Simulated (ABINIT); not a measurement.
PbSe (Clausthalite):

```
CELL_PARAMETERS angstrom
0.00000 3.06065 3.06065
3.06065 0.00000 3.06065
3.06065 3.06065 0.00000
ATOMIC_POSITIONS crystal
Pb 0.00000 0.00000 0.00000
Se 0.50000 0.50000 0.50000
```

Program: ABINIT 10.8.3 (patched build). Alike in all runs: task band structure; potentials or basis JTH PAW PBE v2.0; no spin polarisation; cell as given; k mesh 8 × 8 × 8; cutoff (eV) 463; smearing fermi-dirac 0.05 eV.

Order these runs on this cell by their band gap on the k mesh, lowest first.
A. level BLYP
B. level HLE16
C. level HCTH407

A (0.42 eV), C (0.64 eV), B (1.42 eV).

Caveats: spin-orbit coupling is left out, which as a rule narrows the gap of such compounds by several tenths of an eV; the potentials were made for a functional far from this one (some runs).

A k mesh can miss the band edges.
